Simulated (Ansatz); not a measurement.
# Lattice dynamics of SnSe (model cell, started as zinc blende)

Task: relax SnSe (model cell, started as zinc blende), then find its harmonic phonons.

Calculated with Ansatz 0.2.0; DFT PBEsol, scalar-relativistic, plane waves, PAW.

The structure was built from a prototype and need not be the compound's stable phase.

### 1. Set-up

Symmetry: F-43m, No. 216, cubic system. Conventional cell: a = 6.686 Å, b = 6.686 Å, c = 6.686 Å, α = 90.00°, β = 90.00°, γ = 90.00°. Sn has 4 Se at 2.90 Å nearest. Nearest to Se lie 4 Sn at 2.90 Å. Farther neighbours and most contacts between anions are not listed.

### 2. Bringing the structure to rest

Harmonic phonons are second derivatives at a point where the forces vanish, and they are wanted at zero stress, so atoms and cell are relaxed first.

Contents of input.yaml:

```yaml
crystal:
  lattice:
    - [0.0, 3.34309, 3.34309]
    - [3.34309, 0.0, 3.34309]
    - [3.34309, 3.34309, 0.0]
  atoms:
    - { symbol: Sn, position: [0.0, 0.0, 0.0] }
    - { symbol: Se, position: [0.25, 0.25, 0.25] }
kpoints:
  mp_grid: { grid: [10, 10, 10] }
hamiltonian:
  xc: pbesol
scf:
  occupations: { method: gaussian, width: 0.1 }
output:
  forces: true
  stress: true
  eigenvalues: true
relax:
  adjacent_minimum: "off"
  f_tol: 0.005
  max_steps: 80
  cell: { stress_tol: 0.05 }
```

Run with:

```sh
ansatz run input.yaml --threads 4 --pin off --max-ram 7168MiB --backend cpu --events-out ev --progress --plain --runs-dir out
```

Numbers of over 12 decimals in the logs are rounded to 6 here.

The log of the run:

```text
Engine: ansatz 0.2.0, aarch64-unknown-linux-gnu
Pseudopotentials: kind: paw
Pseudopotential: Sn, paw, valence charge 14, recommended cutoff 420 eV (normal), Sn.paw.azcp
Pseudopotential: Se, paw, valence charge 16, recommended cutoff 420 eV (normal), Se.paw.azcp
Functional definition: PBEsol
  exchange = pbesol_x
  correlation = pbesol_c
Crystal: 2 atoms, lattice volume = 74.726 Å³
Basis set: ecut = 420 eV, 1459 PW (Γ), exchange–correlation on 64×64×64 points (8 copies of the dense FFT grid, shifted against one another)
Bands: 19, of which v1, the nominal top of the filled ones, is band 15 counted from 1 (14 counted from 0)
Symmetry: 24 space group operations
Space group: F-43m (ITA 216), of the structure as read, at distance tolerance 4.2e-5 Å
k-points: 47 of 1000 (time reversal used)
Non-local potential: Sn, projectors of the file, l = 0: 2, l = 1: 2, l = 2: 2, l = 3: 2
Non-local potential: Se, projectors of the file, l = 0: 2, l = 1: 2, l = 2: 3, l = 3: 1
PAW form: soft (Blöchl's): semilocal exchange-correlation on the pseudo side does not see the compensation charge
PAW frozen core: Sn, regenerated for the run's functional, and the local potential with it (the file was generated under x = pbe(κ = 0.804, μ = 0.219515), c = pbe(β = 0.066725))
PAW frozen core: Se, regenerated for the run's functional, and the local potential with it (the file was generated under x = pbe(κ = 0.804, μ = 0.219515), c = pbe(β = 0.066725))
PAW one-centre angular grid: Sn, 590 points (default); XC on 64 Gauss nodes
PAW one-centre angular grid: Se, 590 points (default); XC on 64 Gauss nodes
Initial density: superposition of atomic densities (neutral atoms: chi_scale 0, normalization atom), corrected by the library's trained network
Initial wavefunctions: pseudopotential atomic-orbital guess
Functional: x = pbesol(κ = 0.804, μ = 0.123457), c = pbesol(β = 0.046)
SCF iter   1: F=—  HF=-11374.195767 eV  |F-HF|=—  |Δ(HF+E_count)|=         —  Δρ=1.44e-3  dr2=1.27e-3  ethr=1.77e-3  ⟨swp⟩=5.8  Hψ=4377  notcnv=0
preconditioner: auto → none  [insulator: Δε(μ)=0.143 eV  Ē_g=8.726 eV  σ=0.100 eV  W_gap=0.51  n_scr=14 (ndim 8)  ℏωp=13.6 eV  f_vac=0.186  D(μ)=0.34/eV (n_scr^D=0)  ε∞_Penn≈3.4]
SCF iter   2: F=—  HF=-11374.194419 eV  |F-HF|=—  |Δ(HF+E_count)|=   1.35e-3  Δρ=6.11e-4  dr2=1.97e-4  ethr=4.23e-6  ⟨swp⟩=2.1  Hψ=1978  notcnv=0
SCF iter   3: F=—  HF=-11374.194634 eV  |F-HF|=—  |Δ(HF+E_count)|=   2.15e-4  Δρ=2.48e-4  dr2=8.47e-5  ethr=6.58e-7  ⟨swp⟩=2.0  Hψ=1603  notcnv=0
SCF iter   4: F=—  HF=-11374.194649 eV  |F-HF|=—  |Δ(HF+E_count)|=   1.49e-5  Δρ=8.35e-5  dr2=7.24e-6  ethr=2.82e-7  ⟨swp⟩=2.0  Hψ=1130  notcnv=0
SCF iter   5: F=—  HF=-11374.194664 eV  |F-HF|=—  |Δ(HF+E_count)|=   1.53e-5  Δρ=4.28e-5  dr2=1.51e-6  ethr=2.41e-8  ⟨swp⟩=2.0  Hψ=1369  notcnv=0
SCF iter   6: F=-11374.194666 eV  HF=-11374.194666 eV  |F-HF|=9.07e-8  |Δ(HF+E_count)|=   1.57e-6  Δρ=5.85e-6  dr2=4.02e-8  ethr=3.33e-10  ⟨swp⟩=4.9  Hψ=4545  notcnv=0
SCF 1 converged in 6 iterations: F = -11374.194666 eV  dr2 = 4.02e-8
  greatest PAW one-centre occupation: 1.000 electrons in one spin orbital (limit 2), on the Se atom at site 1 (counted from 0), in its partial waves of l = 2
relax step   1: F+E_penalty+E_count = -11374.19466565 eV  Δ(F+E_penalty+E_count) = +0.000e0 eV  max|allowed force component| = 3.886e-16 eV/Å  Δτ_max = 0.0000 Å  P = -0.418 GPa  Ω = 74.726 Å³  (6 SCF iters, dr2 threshold 1.00e-7 eV, accepted)
Crystal: 2 atoms, lattice volume = 73.587 Å³
Initial density: handed on by an earlier stage of this run
Initial wavefunctions: those handed on with the density
iter 1 solved again at ethr=2.02e-6 eV; its pass at ethr=3.10e-3 eV (dr2=6.07e-4 eV) is discarded
SCF iter   1: F=—  HF=-11374.196189 eV  |F-HF|=—  |Δ(HF+E_count)|=         —  Δρ=5.05e-4  dr2=4.79e-4  ethr=2.02e-6  ⟨swp⟩=2.3  Hψ=5316  notcnv=0
preconditioner: auto → none  [metal: Δε(μ)=0.066 eV  Ē_g=8.782 eV  σ=0.100 eV  W_gap=0.35  n_scr=14 (ndim 8)  ℏωp=13.7 eV  f_vac=0.186  D(μ)=0.40/eV (n_scr^D=0)]
SCF iter   2: F=—  HF=-11374.196087 eV  |F-HF|=—  |Δ(HF+E_count)|=   1.03e-4  Δρ=3.11e-4  dr2=1.30e-4  ethr=1.60e-6  ⟨swp⟩=2.0  Hψ=1121  notcnv=0
SCF iter   3: F=—  HF=-11374.196049 eV  |F-HF|=—  |Δ(HF+E_count)|=   3.79e-5  Δρ=7.59e-5  dr2=5.35e-6  ethr=4.34e-7  ⟨swp⟩=2.0  Hψ=1109  notcnv=0
SCF iter   4: F=-11374.196048 eV  HF=-11374.196048 eV  |F-HF|=2.08e-8  |Δ(HF+E_count)|=   8.46e-7  Δρ=1.40e-5  dr2=1.59e-7  ethr=6.67e-10  ⟨swp⟩=5.0  Hψ=4428  notcnv=0
SCF 2 converged in 4 iterations: F = -11374.196048 eV  dr2 = 1.59e-7
relax step   2: F+E_penalty+E_count = -11374.19604820 eV  Δ(F+E_penalty+E_count) = -1.383e-3 eV  max|allowed force component| = 3.146e-16 eV/Å  Δτ_max = 0.0000 Å  P = +0.072 GPa  Ω = 73.587 Å³  energy of the carried Pulay correction = +1.302e-4 eV  (4 SCF iters, dr2 threshold 2.00e-7 eV, accepted)
Crystal: 2 atoms, lattice volume = 73.752 Å³
iter 1 solved again at ethr=4.84e-8 eV; its pass at ethr=3.10e-3 eV (dr2=1.45e-5 eV) is discarded
SCF iter   1: F=—  HF=-11374.196071 eV  |F-HF|=—  |Δ(HF+E_count)|=         —  Δρ=7.47e-5  dr2=1.05e-5  ethr=4.84e-8  ⟨swp⟩=2.4  Hψ=5053  notcnv=0
preconditioner: auto → none  [metal: Δε(μ)=0.048 eV  Ē_g=8.779 eV  σ=0.100 eV  W_gap=0.26  n_scr=14 (ndim 8)  ℏωp=13.7 eV  f_vac=0.186  D(μ)=0.37/eV (n_scr^D=0)]
SCF iter   2: F=—  HF=-11374.196066 eV  |F-HF|=—  |Δ(HF+E_count)|=   4.98e-6  Δρ=4.56e-5  dr2=2.89e-6  ethr=3.49e-8  ⟨swp⟩=2.0  Hψ=1126  notcnv=0
SCF iter   3: F=—  HF=-11374.196065 eV  |F-HF|=—  |Δ(HF+E_count)|=   8.53e-7  Δρ=8.00e-6  dr2=5.47e-8  ethr=9.65e-9  ⟨swp⟩=2.0  Hψ=1112  notcnv=0
SCF iter   4: F=-11374.196065 eV  HF=-11374.196065 eV  |F-HF|=5.29e-10  |Δ(HF+E_count)|=   2.17e-8  Δρ=1.42e-6  dr2=1.22e-9  ethr=4.30e-11  ⟨swp⟩=5.9  Hψ=3597  notcnv=0
SCF 3 converged in 4 iterations: F = -11374.196065 eV  dr2 = 1.22e-9
relax step   3: F+E_penalty+E_count = -11374.19606543 eV  Δ(F+E_penalty+E_count) = -1.723e-5 eV  max|allowed force component| = 4.996e-16 eV/Å  Δτ_max = 0.0000 Å  P = -0.001 GPa  Ω = 73.752 Å³  energy of the carried Pulay correction = +1.113e-4 eV  (4 SCF iters, dr2 threshold 1.29e-8 eV, accepted)
Initial wavefunctions: pseudopotential atomic-orbital guess (no wavefunctions were taken with the density)
iter 1 solved again at ethr=1.83e-7 eV; its pass at ethr=3.10e-3 eV (dr2=5.50e-5 eV) is discarded
SCF iter   1: F=—  HF=-11374.195960 eV  |F-HF|=—  |Δ(HF+E_count)|=         —  Δρ=8.95e-6  dr2=9.68e-9  ethr=1.83e-7  ⟨swp⟩=3.0  Hψ=6465  notcnv=0
eigensolver tolerance schedule: the retry pair's looser diagonalisation over-reported the residual by 5684.47 of it (diagonalisation noise at 0.51 of the residual, at the tolerance the schedule requests for it); recorded, not acted on — ethr = c·dr2/N_el stays at c = 1.0e-1
preconditioner: auto → none  [metal: Δε(μ)=0.050 eV  Ē_g=8.778 eV  σ=0.100 eV  W_gap=0.27  n_scr=14 (ndim 8)  ℏωp=13.7 eV  f_vac=0.186  D(μ)=0.38/eV (n_scr^D=0)]
SCF iter   2: F=—  HF=-11374.195960 eV  |F-HF|=—  |Δ(HF+E_count)|=   3.74e-7  Δρ=4.33e-6  dr2=3.04e-9  ethr=3.23e-11  ⟨swp⟩=3.0  Hψ=1756  notcnv=0
SCF iter   3: F=—  HF=-11374.195960 eV  |F-HF|=—  |Δ(HF+E_count)|=   5.04e-9  Δρ=1.05e-6  dr2=6.01e-10  ethr=1.01e-11  ⟨swp⟩=2.8  Hψ=1415  notcnv=0
SCF iter   4: F=—  HF=-11374.195960 eV  |F-HF|=—  |Δ(HF+E_count)|=  1.93e-10  Δρ=4.65e-7  dr2=1.98e-10  ethr=2.00e-12  ⟨swp⟩=2.0  Hψ=1365  notcnv=0
SCF iter   5: F=-11374.195960 eV  HF=-11374.195960 eV  |F-HF|=9.09e-12  |Δ(HF+E_count)|=  2.18e-11  Δρ=1.61e-7  dr2=8.30e-12  ethr=1.00e-12  ⟨swp⟩=5.2  Hψ=4289  notcnv=0
SCF 4 converged in 5 iterations: F = -11374.195960 eV  dr2 = 8.30e-12
relax step   4: F+E_penalty+E_count = -11374.19595970 eV  Δ(F+E_penalty+E_count) = +1.057e-4 eV  max|allowed force component| = 4.071e-16 eV/Å  Δτ_max = 0.0000 Å  P = -0.001 GPa  Ω = 73.752 Å³  stress off target by 1.14e-3 GPa  SCF on the basis re-selected at this cell (its energy is not comparable with the rows above)  (5 SCF iters)
basis re-selected at this cell: Δ(F+E_penalty+E_count) = +1.057e-4 eV, ΔP = +0.000 GPa vs the last step (what re-selecting the basis moved, of the pressure what is left beyond the Pulay correction that the steps carried, after the strain that the cell walked since its last selection, with what the two solves' SCF thresholds leave and, on support functions, any second-order correction that the steps lacked; it is no m [...]
SCF converged after 5 iterations
Free energy (F): -11374.195960 eV
Harris-Foulkes:  -11374.195960 eV  (|F-HF|=9.09e-12)
Internal energy: -11374.194078 eV  (E = F + TS)
E sigma→0 (E₀):  -11374.195019 eV
Entropy (-TS):   -0.001882 eV (-0.941 meV/atom)
Fermi energy:    5.709144 eV
--- Per-component energies (eV) ---
  E_band       = -578.524150
  E_kinetic    = 303.142779
  E_local      = -4093.886916  (includes V_loc(G=0)·N_el)
  E_nonlocal   = -623.904698
  E_hartree    = 2080.246773
  E_xc         = -482.654004
  E_vxc        = -194.530568  (∫ρ·V_xc dr)
  E_paw        = -5928.523405  (= ΣΔE_a)
  E_vpaw       = -129.837671  (= ΣTr[D̂ρ^β])
  E_aug_tail   = -0.000578  (compensation charges beyond the density's cutoff)
  E_ewald      = -2629.907320
  E_core_change = 1.293290  (= ΣΔE_core)
  E_smearing   = -0.001882  (= −TS)
  E_closure    = 0.000000  (closes the sum)
  Σ components = -11374.195960   (vs F -11374.195960, Δ=0.00e0)
--- Forces (eV/Å), atoms counted from 1 ---
  atom   1  Sn    -0.00000000     0.00000000     0.00000000
  atom   2  Se     0.00000000     0.00000000    -0.00000000
  max |Σ_I F_I| component: 2.22e-16 eV/Å
--- Stress (GPa, compression-positive) ---
       -0.001138      -0.000000      -0.000000
       -0.000000      -0.001138      -0.000000
       -0.000000      -0.000000      -0.001138
  P = ⅓ Tr σ = -0.0011 GPa (-0.011 kbar)
--- Band table (eV; the first three rows and the last of 47) ---
  k-point 0: bands = [... 11 lower, 0.4225, 3.3225, 3.3225, 3.3225, 7.1473, 7.1473, 7.1473, 10.3864]
  k-point 1: bands = [... 11 lower, 0.1648, 3.2589, 3.2589, 3.4483, 7.1210, 7.2578, 7.2578, 10.8091]
  k-point 2: bands = [... 11 lower, -0.4063, 3.1076, 3.1076, 3.5983, 7.3168, 7.5128, 7.5128, 11.6064]
  k-point 46: bands = [... 11 lower, -1.8499, 1.7651, 1.8466, 5.7167, 6.8933, 8.2638, 9.6678, 11.0740]
--- Relaxed structure (3 steps of the walk, 3 accepted, 1 SCFs on fresh bases) ---
  F+E_penalty+E_count = -11374.19595970 eV   max|allowed force component| = 4.071e-16 eV/Å   (the final SCF, on the basis selected at the relaxed cell)
  cell:  # Å, volume = 73.7520 Å³
    - [0, 3.328495, 3.328495]
    - [3.328495, 0, 3.328495]
    - [3.328495, 3.328495, 0]
  atoms:
    - { symbol: Sn, position: [0, 0, 0] }
    - { symbol: Se, position: [0.250000, 0.250000, 0.250000] }
```

Wall time 6.4 s (4 threads of Arm Neoverse V2, shared host); peak memory 0.44 GiB; 24 s of CPU time.

Relaxation path:

| step | energy less that of the first step (eV) | largest force component (eV/Å) | pressure (GPa) | volume (Å³) |
| --- | --- | --- | --- | --- |
| 1 | 0.0000 | 0.0000 | -0.42 | 74.73 |
| 2 | -0.0014 | 0.0000 | 0.07 | 73.59 |
| 3 | -0.0014 | 0.0000 | 0.00 | 73.75 |
| 4* | -0.0013 | 0.0000 | 0.00 | 73.75 |

Relaxation steps marked * repeat the geometry before them on a plane-wave basis chosen anew for their cell, so energy and pressure can jump there.

Forces are held to the 24 operations that the run works with; a distortion that breaks them can't arise in this run.

| conventional cell, symmetrised | before | after | change |
| --- | --- | --- | --- |
| a (Å) | 6.686 | 6.657 | -0.4 % |
| b (Å) | 6.686 | 6.657 | -0.4 % |
| c (Å) | 6.686 | 6.657 | -0.4 % |
| volume (Å³/atom) | 37.36 | 36.88 | -1.3 % |

Final coordinates:

```xyz
2
Lattice="0.0000 3.3285 3.3285 3.3285 0.0000 3.3285 3.3285 3.3285 0.0000" Properties=species:S:1:pos:R:3 pbc="T T T"
Sn    0.0000    0.0000    0.0000
Se    1.6642    1.6642    1.6642
```

Numbers from this step:

- pressure: -0.001138 GPa
- volume per atom: 36.88 Å³
- gap on the k-mesh: 0 eV

In this step the volume went from 37.36 to 36.88 Å³/atom.

### 3. Tight relaxation

Phonons need a cell at rest on their own settings, so the relaxation is repeated with tight tolerances on forces and stress on the k mesh and occupations of the first response run.

Contents of input.yaml:

```yaml
crystal:
  lattice:
    - [0.0, 3.3284953878, 3.3284953878]
    - [3.3284953878, 0.0, 3.3284953878]
    - [3.3284953878, 3.3284953878, 0.0]
  atoms:
    - { symbol: Sn, position: [0.0, 0.0, 0.0] }
    - { symbol: Se, position: [0.25, 0.25, 0.25] }
kpoints:
  mp_grid: { grid: [12, 12, 12] }
hamiltonian:
  xc: pbesol
scf:
  occupations: { method: methfessel_paxton, width: 0.15 }
output:
  forces: true
  stress: true
  eigenvalues: true
  write_density: true
  write_potential: true
  elf: true
  volumetric_format: npy
relax:
  adjacent_minimum: "off"
  f_tol: 0.001
  max_steps: 60
  cell: { stress_tol: 0.01 }
```

The log of the run:

```text
[...]
Crystal: 2 atoms, lattice volume = 73.752 Å³
Basis set: ecut = 420 eV, 1459 PW (Γ), exchange–correlation on 64×64×64 points (8 copies of the dense FFT grid, shifted against one another)
Bands: 19, of which v1, the nominal top of the filled ones, is band 15 counted from 1 (14 counted from 0)
Symmetry: 24 space group operations
[...]
k-points: 72 of 1728 (time reversal used)
[...]
k-point 71: bands = [... 11 lower, -1.8531, 1.7343, 1.8234, 5.7821, 7.3005, 7.7895, 9.5890, 11.0551]
--- Relaxed structure (2 steps of the walk, 2 accepted, 1 SCFs on fresh bases) ---
[...]
cell:  # Å, volume = 73.8276 Å³
    - [0, 3.329632, 3.329632]
    - [3.329632, 0, 3.329632]
    - [3.329632, 3.329632, 0]
  atoms:
    - { symbol: Sn, position: [0, 0, 0] }
    - { symbol: Se, position: [0.25, 0.25, 0.25] }
[key lines of the parts left out:]
SCF converged after 6 iterations
Free energy (F): -11374.194459 eV
Fermi energy:    5.683654 eV
P = ⅓ Tr σ = -0.0049 GPa (-0.049 kbar)
```

It took 7.7 s on 4 threads; peak memory 0.47 GiB; 29 s of CPU time.

Little changed from the start: no atom moved by 0.005 Å and no cell edge by 0.1 %.

Numbers from this step:

```
pressure        : -0.004905 GPa
volume per atom : 36.91 Å³
```

Electrostatic potential energy in the ac plane of a cell with a along [110], b along [-110] and c along [001] of the cube at fractional y = 0.000, with atoms of Sn and Se within 0.2 Å of it. With pseudopotentials it is smooth inside the atoms' cores, unlike the true potential.

Ten even steps from '_' (-13 eV) to '@' (10 eV), each cell a mean:
```
@@**__++%%%%%%%%%%##::::@@@@**__++%%%%%%%%%%##::::@@
==__::**##**==++####++__::==__::**##**==++####++__::
::--**##==______::**##++::::--**##==______::**##++::
####%%##....==--__==%%%%######%%##....==--__==%%%%##
@@@@%%**__::++==__--%%@@@@@@@@%%**__::++==__--%%@@@@
@@@@@@##::__::..__++%%@@@@@@@@@@##::__::..__++%%@@@@
@@@@@@@@**::__..==%%@@@@@@@@@@@@@@**::__..==%%@@@@@@
@@@@@@@@%%%%####%%@@@@@@@@@@@@@@@@%%%%####%%@@@@@@@@
@@@@@@@@@@@@@@@@@@@@@@@@@@@@@@@@@@@@@@@@@@@@@@@@@@@@
@@@@@@@@@@@@@@@@@@@@@@@@@@@@@@@@@@@@@@@@@@@@@@@@@@@@
@@@@@@@@@@@@@@@@@@@@@@@@@@@@@@@@@@@@@@@@@@@@@@@@@@@@
@@@@@@@@@@@@@@@@@@@@@@@@@@@@@@@@@@@@@@@@@@@@@@@@@@@@
@@@@@@@@@@@@@@@@@@@@@@@@@@@@@@@@@@@@@@@@@@@@@@@@@@@@
%%%%@@@@@@@@@@@@@@@@@@%%%%%%%%@@@@@@@@@@@@@@@@@@%%%%
++**##%%@@@@@@@@@@@@%%##++++**##%%@@@@@@@@@@@@%%##++
__..==##%%@@@@@@@@%%**::____..==##%%@@@@@@@@%%**::__
%%--..**%%@@@@@@%%##--__**%%--..**%%@@@@@@%%##--__**
@@%%__++%%@@@@@@%%##..==@@@@%%__++%%@@@@@@%%##..==@@
```
Columns run along a (9.4 Å; values clipped at the 3rd and 97th percentile), rows up along c (6.7 Å), edges of the conventional cell, whose origin can differ from the input's. Atoms in or near the plane, at fractional coordinates: Sn at (0.50, 0.00), Sn at (0.00, 0.00), Se at (0.75, 0.75), Se at (0.25, 0.75).

Valence density in the ac plane of a cell with a along [110], b along [-110] and c along [001] of the cube at fractional y = 0.000, with atoms of Sn and Se within 0.2 Å of it. It is the smooth field of the valence electrons, not physical close to the nuclei.

Ten steps, logarithmic in the rise over the least value, from '0' (0 e/Å³) to '9' (33 e/Å³), each cell a mean:
```
75310000012467531000001246
43211121111244321112111124
21112344211112111234421111
00012687421000001268742100
00013798421000001379842100
00012476310000001247631000
00001232110000000123211000
00000111000000000011100000
00000000000000000000000000
00000000000000000000000000
00000000000000000000000000
00000000000000000000000000
00000000000000000000000000
00000000000000000000000000
10000000000011000000000001
32100000000123210000000012
64200000001356420000000135
86310000002478631000000247
```
Columns run along a (9.4 Å), rows up along c (6.7 Å), edges of the conventional cell, whose origin can differ from the input's. Atoms in or near the plane, at fractional coordinates: Sn at (0.50, 0.00), Sn at (0.00, 0.00), Se at (0.75, 0.75), Se at (0.25, 0.75).

ELF in the ac plane of a cell with a along [110], b along [-110] and c along [001] of the cube at fractional y = 0.000, with atoms of Sn and Se within 0.2 Å of it. It is the smooth field of the valence electrons, not physical close to the nuclei.

Ten even steps from '_' (0.01) to '@' (0.78), each cell a mean:
```
__..======**##**++====--____..======**##**++====--__
::--====##@@@@@@%%++====--::--====##@@@@@@%%++====--
======**@@@@@@@@@@%%++==========**@@@@@@@@@@%%++====
----==%%@@%%==**@@@@**--------==%%@@%%==**@@@@**----
..::++%%@@##::==@@@@##--....::++%%@@##::==@@@@##--..
__..++%%@@@@##%%@@@@##--____..++%%@@@@##%%@@@@##--__
__..==##@@@@@@@@@@%%++::____..==##@@@@@@@@@@%%++::__
____::==##%%%%%%##**--..______::==##%%%%%%##**--..__
______..--==++++==::..__________..--==++++==::..____
__________........__________________........________
____________________________________________________
____________________________________________________
..________________________..________________________
::::..______________..::::::::..______________..::::
====--::..________..--========--::..________..--====
========::______..--==============::______..--======
..--====::..____..======....--====::..____..======..
__..====--::--::::--==::____..====--::--::::--==::__
```
Columns run along a (9.4 Å), rows up along c (6.7 Å), edges of the conventional cell, whose origin can differ from the input's. Atoms in or near the plane, at fractional coordinates: Sn at (0.50, 0.00), Sn at (0.00, 0.00), Se at (0.75, 0.75), Se at (0.25, 0.75).

The forces vanish by symmetry and the pressure is -0.005 GPa, within the tolerances set. The cell now holds 36.91 Å³/atom.

(Continued in part 2 of 2.)

[Logs are printed without paths, hosts, clocks, repeated set-up lines and the standing remarks that a program may print on its own settings, such as how far it seeks lower states.]

[Hosts, paths, dates, database ids (printed as entryN), source tags and the programs' standing remarks are cut or masked in the printed files.]
